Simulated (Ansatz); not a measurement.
# Sb (hcp type): the cost of one run

Method: DFT PBE, with the methods named in each step, in Ansatz 0.2.0.

### Step 1. The system as given

It takes space group P6_3/mmc (No. 194, hexagonal). The conventional cell has a = 3.457 Å, b = 3.457 Å, c = 5.300 Å, α = 90.00°, β = 90.00°, γ = 120.00°. Sb (site symmetry -6m2) has 12 Sb at 3.32 to 3.46 Å as nearest neighbours.

As a file:

```cif
data_structure
_symmetry_space_group_name_H-M 'P 1'
_symmetry_Int_Tables_number 1
_cell_length_a 3.4573
_cell_length_b 3.4573
_cell_length_c 5.2998
_cell_angle_alpha 90.000
_cell_angle_beta 90.000
_cell_angle_gamma 120.000
_cell_volume 54.86
loop_
_atom_site_label
_atom_site_type_symbol
_atom_site_fract_x
_atom_site_fract_y
_atom_site_fract_z
_atom_site_occupancy
Sb1 Sb 0.33333 0.66667 0.25000 1
Sb2 Sb 0.66667 0.33333 0.75000 1
```

Whether this phase is the stable one at these pressures isn't tested.

Atoms are numbered in the order of the input: Sb1, Sb2.

### Step 2. The reference volume, LAPW

input.yaml

```yaml
crystal:
  lattice:
    - [3.4573409668, 0.0, 0.0]
    - [-1.7286704834, 2.9941451068, 0.0]
    - [0.0, 0.0, 5.2998081556]
  atoms:
    - { symbol: Sb, position: [0.3333333333, 0.6666666667, 0.25] }
    - { symbol: Sb, position: [0.6666666667, 0.3333333333, 0.75] }
kpoints:
  mp_grid: { grid: [13, 13, 7] }
  band_path:
    path:
      - [0.0, 0.0, 0.0]
      - [0.5, 0.0, 0.0]
      - [0.3333333333, 0.3333333333, 0.0]
      - [0.0, 0.0, 0.0]
      - [0.0, 0.0, 0.5]
      - [0.5, 0.0, 0.5]
      - [0.3333333333, 0.3333333333, 0.5]
      - [0.0, 0.0, 0.5]
      - [0.5, 0.0, 0.5]
    npoints: 14
scf:
  occupations: { method: fermi_dirac, width: 0.05 }
hamiltonian:
  xc: pbe
  pseudopotentials: { kind: all_electron, lapw: { basis_error: 0.001 } }
output:
  forces: true
  stress: true
  eigenvalues: true
  populations: true
  dos: { projected: true, de: 0.2, e_range: [-14, 8] }
```

Run with:

```
ansatz run input.yaml --threads 1 --pin off --max-ram 2048MiB --backend cpu --events-out ev --progress --plain --runs-dir out
```

**Question.** How long does this run take on 1 thread of Intel Xeon at 2.60GHz (Ice Lake), shared host, and how much memory does it need?

About 18 s, with a peak of 0.4 GiB.
